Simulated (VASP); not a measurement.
# Nb (Im-3m) in VASP: a series of runs, part 2 of 2

VASP 6.6.1. Earlier steps stand in the parts before.

## 4. Relaxation of cell and atoms, revPBE+dDsC+U

INCAR reads:

```
SYSTEM = Nb
PREC     = Accurate       ! precision mode
ENCUT    = 600            ! plane-wave cutoff, eV
EDIFF    = 1E-6           ! SCF threshold, eV
ISMEAR   = -1             ! smearing method
SIGMA    = 0.1            ! smearing width, eV
LREAL    = .False.        ! projectors in reciprocal space
LASPH    = .True.         ! aspherical terms in the spheres
NELM     = 80             ! most SCF steps
ALGO     = Normal         ! electronic algorithm
ISIF     = 3              ! what is computed and relaxed
LWAVE    = .False.        ! write WAVECAR
LCHARG   = .False.        ! write CHGCAR
LMAXMIX  = 4              ! l up to which the mixer works
LDAU     = .True.         ! DFT+U
LDAUTYPE = 2            
LDAUL    = 2              ! shell
LDAUU    = 5              ! U, eV
LDAUJ    = 1            
LDAUPRINT= 1            
GGA      = RE             ! functional
IVDW     = 4              ! dispersion correction
IBRION   = 2              ! ionic algorithm
NSW      = 60             ! ionic steps
EDIFFG   = -0.005         ! ionic threshold
```

KPOINTS reads:

```
regular mesh
0
Gamma
  11 11 11
  0 0 0
```

POSCAR reads:

```
Nb
1.0
   -1.6639500000      1.6639500000      1.6639500000
    1.6639500000     -1.6639500000      1.6639500000
    1.6639500000      1.6639500000     -1.6639500000
Nb
1
Cartesian
    0.0000000000      0.0000000000      0.0000000000
```

Potentials or basis: VASP PAW PBE potentials, release 54 (Nb_sv).

On the command line:

```sh
$ cat potpaw_PBE.54/Nb_sv/POTCAR > POTCAR
$ mpirun -np 1 vasp_std > vasp.out
```

OUTCAR:

```text
SYSTEM = Nb
   PREC = Accurate
   ENCUT = 600
   EDIFF = 1E-6
   ISMEAR = -1
   LREAL = .False.
   LASPH = .True.
   NELM = 80
   ISIF = 3
   GGA = RE
   IVDW = 4
   IBRION = 2
   NSW = 60
   EDIFFG = -0.005
  IVDW =   4

 ion  position               nearest neighbor table
   1  0.000  0.000  0.000-

  LATTYP: Found a body centered cubic cell.
 ALAT       =     3.3279000000

  Lattice vectors:

 A1 = (  -1.6639500000,   1.6639500000,   1.6639500000)
 A2 = (   1.6639500000,  -1.6639500000,   1.6639500000)
 A3 = (   1.6639500000,   1.6639500000,  -1.6639500000)

Analysis of symmetry for initial positions (statically):
=====================================================================
 Subroutine PRICEL returns:
 Original cell was already a primitive cell.
[... 377 lines left out ...]
 fundamental gap:      0.0548745785
 Fermi energy:        10.9827712671

 k-point     1 :       0.0000    0.0000    0.0000
  band No.  band energies     occupation
      1     -44.2590      2.00000
      2     -19.6268      2.00000
      3     -19.6268      2.00000
      4     -19.6268      2.00000
      5       4.6121      2.00000
      6      11.5208      0.00917
      7      11.5208      0.00917
      8      11.5208      0.00917
      9      14.5386      0.00000
     10      14.5386      0.00000
[... 287 lines left out ...]
 k-point    24 :       0.3636    0.1818    0.0909
  band No.  band energies     occupation
      1     -44.0546      2.00000
      2     -20.5564      2.00000
      3     -20.1374      2.00000
      4     -19.8117      2.00000
      5       8.6371      2.00000
      6       9.5311      2.00000
      7      10.9906      0.96097
      8      14.8534      0.00000
      9      15.3027      0.00000
     10      19.4904      0.00000

 [... further k-points ...]

--------------------------------------- Ionic step        5  -------------------------------------------

------------------------ aborting loop because EDIFF is reached ----------------------------------------

  Hirshfeld-DOM and Hirshfeld charges and relative Volumes:
            ion         q(e)           q(e)           rel_vol
   -----------------------------------------------------------
      1     Nb          0.000          0.000          1.138

  dDsC method for vdW energy calculation

  Number of pair interactions contributing to vdW energy:   27580

  Edisp (eV):   -0.54011
[... 24 lines left out ...]
  FREE ENERGIE OF THE ION-ELECTRON SYSTEM (eV)
  ---------------------------------------------------
  free  energy   TOTEN  =        -6.8404532897 eV

  energy  without entropy=       -6.7891909689  energy(sigma->0) =       -6.81482213

 reached required accuracy - stopping structural energy minimisation
```

OSZICAR:

```text
N       E                     dE             d eps       ncg     rms          rms(c)
DAV:   1     0.131359391597E+03    0.13136E+03   -0.81143E+03  1120   0.144E+03
[... 44 lines left out ...]
       N       E                     dE             d eps       ncg     rms          rms(c)
DAV:   1    -0.630040386751E+01    0.32464E-03   -0.17904E-03  1492   0.701E-01    0.511E-02
DAV:   2    -0.630034624093E+01    0.57627E-04   -0.13942E-04  1698   0.170E-01    0.170E-02
DAV:   3    -0.630034063862E+01    0.56023E-05   -0.46130E-05  1764   0.735E-02    0.606E-03
DAV:   4    -0.630034256823E+01   -0.19296E-05   -0.12812E-06   948   0.141E-02    0.360E-03
DAV:   5    -0.630034543575E+01   -0.28675E-05   -0.34080E-06  1360   0.126E-02    0.230E-03
DAV:   6    -0.630034565575E+01   -0.22000E-06   -0.20113E-07   590   0.555E-03
   5 F= -.68404533E+01 E0= -.68148221E+01  d E =-.169134E-01
```

Run time: 38 s. Hardware: 1 thread of AMD EPYC 9R45 (Zen 5), shared host; peak memory 0.12 GiB.

What came out:

| Quantity | Value |
| --- | --- |
| Free energy | -6.8405 eV |
| Relaxed volume | 18.98 Å³/atom |
| Relaxed cell | a = 2.910 Å, b = 2.910 Å, c = 2.910 Å, α = 109.47°, β = 109.47°, γ = 109.47° |
| Space group after relaxing (to 0.05 Å) | Im-3m (No. 229) |
| Energy gained by relaxing | 16.9 meV/atom |
| Ionic steps | 5 |
| Pressure after relaxing | 0.0 GPa |
| Band gap on the k mesh | none (metal or under the smearing width) |
| Dispersion energy per atom | -0.540 eV |

The path:
| step | energy change (eV) | largest force (eV/Å) | pressure (GPa) | volume (Å³) |
| --- | --- | --- | --- | --- |
| 1 | 0.0000 | 0.0000 | 5.34 | 18.43 |
| 2 | 0.0003 | 0.0000 | -8.89 | 20.11 |
| 3 | -0.0184 | 0.0000 | -3.39 | 19.37 |
| 4 | -0.0171 | 0.0000 | -0.11 | 18.99 |
| 5 | -0.0169 | 0.0000 | 0.01 | 18.98 |

Final structure:
```
CELL_PARAMETERS angstrom
-1.68030 1.68030 1.68030
1.68030 -1.68030 1.68030
1.68030 1.68030 -1.68030
ATOMIC_POSITIONS crystal
Nb 0.00000 0.00000 0.00000
```

Levels at points of the mesh, in eV from the Fermi level:
```csv
k point,band 2,band 3,band 4,band 5,band 6,band 7,band 8,band 9,band 10
"(0.00, 0.00, 0.00)",-30.61,-30.61,-30.61,-6.37,0.54,0.54,0.54,3.56,3.56
```

Eigenvalues of the final occupation matrices:
| site | spin | trace | eigenvalues |
| --- | --- | --- | --- |
| site 1 d | 1 | 1.07 | 0.17 0.17 0.25 0.25 0.25 |
| site 1 d | 2 | 1.07 | 0.17 0.17 0.25 0.25 0.25 |

Caveat: the PAW data sets were made with another functional, which shifts forces and pressure a little; U without spin polarisation on a metal has little footing; pairwise dispersion overbinds metals, which lowers pressure and volume; the U is typed as a test and isn't derived for this compound.

## 5. Single point, LDA

INCAR reads:

```
  PREC = Accurate
  ENCUT = 520
  EDIFF = 1E-6
  ISMEAR = 0
  SIGMA = 0.1
  LREAL = F
  LASPH = T
  NELM = 100
  ALGO = Normal
  ISIF = 2
  LWAVE = F
  LCHARG = F
```

KPOINTS reads:

```
regular mesh
0
Gamma
  11 11 11
```

POSCAR reads:

```
Nb
2.882
   -0.577359472588      0.577359472588      0.577359472588
    0.577359472588     -0.577359472588      0.577359472588
    0.577359472588      0.577359472588     -0.577359472588
Nb
1
Direct
    0.0000000000      0.0000000000      0.0000000000
```

Potentials or basis: VASP PAW LDA potentials, release 54 (Nb_sv).

On the command line:

```sh
$ cat potpaw_LDA.54/Nb_sv/POTCAR > POTCAR
$ mpirun -np 1 vasp_std > vasp.out
```

Run time: 11 s. Hardware: 1 thread of Intel Xeon Platinum 8488C (Sapphire Rapids), shared host; peak memory 0.13 GiB.

The run converged. Its results:

* Free energy: -11.1999 eV
* Pressure: -11.7 GPa
* Band gap on the k mesh: none (metal or under the smearing width)

Levels at points of the mesh, in eV from the Fermi level:
```csv
k point,band 3,band 4,band 5,band 6,band 7,band 8,band 9,band 10
"(0.00, 0.00, 0.00)",-29.55,-29.55,-5.83,0.39,0.39,0.39,3.22,3.22
```

## 6. The reference run

An earlier run on the cell as given: functional PBE; potentials or basis VASP PAW PBE potentials, release 64 (Nb_sv); cutoff 520 eV; k mesh 11 × 11 × 11; occupations fermi-dirac, width 0.05 eV; no spin polarisation.

- Pressure: -2.3 GPa
- Band gap on the k mesh: none (metal or under the smearing width)

## 7. The runs side by side

| task | level | potentials or basis | spin | U | cell | k mesh | cutoff (eV) | smearing | ladder | LDAUTYPE | hund's J | gap on the mesh (eV) | pressure (GPa) | relaxed volume (Å³/atom) |
| --- | --- | --- | --- | --- | --- | --- | --- | --- | --- | --- | --- | --- | --- | --- |
| electrostatic potential | PBEsol+rVV10+U | VASP PAW PBE potentials, release 64 (Nb_pv) | SOC, no magnetisation | Nb d U = 6 eV | cell strained at random at fixed volume | 8 × 8 × 8 | 520 | tetrahedron | - | - | - | - | 13.2 | - |
| relaxation of cell and atoms | LDA | VASP PAW LDA potentials, release 64 (Nb_sv) | off | - | relaxed | 10 × 10 × 10 | 600 | fermi-dirac 0.05 eV | gaps | - | - | none | 0.0 | 17.08 |
| relaxation of cell and atoms | revPBE+dDsC+U | VASP PAW PBE potentials, release 54 (Nb_sv) | off | Nb d U = 5 eV, J = 1.0 eV | relaxed | 11 × 11 × 11 | 600 | fermi-dirac 0.1 eV | - | 2 | 1 | none | 0.0 | 18.98 |
| single point | LDA | VASP PAW LDA potentials, release 54 (Nb_sv) | off | - | as given | 11 × 11 × 11 | 520 | gaussian 0.1 eV | - | - | - | none | -11.7 | - |
| single point | PBE | VASP PAW PBE potentials, release 64 (Nb_sv) | off | - | as given | 11 × 11 × 11 | 520 | fermi-dirac 0.05 eV | - | - | - | none | -2.3 | - |

Caveats: the PAW data sets were made with another functional, which shifts forces and pressure a little (some runs); the U is typed as a test and isn't derived for this compound (some runs); U without spin polarisation on a metal has little footing (some runs); pairwise dispersion overbinds metals, which lowers pressure and volume (some runs).

Total energies depend on the potentials used, so only differences within one code and one set of settings carry meaning.
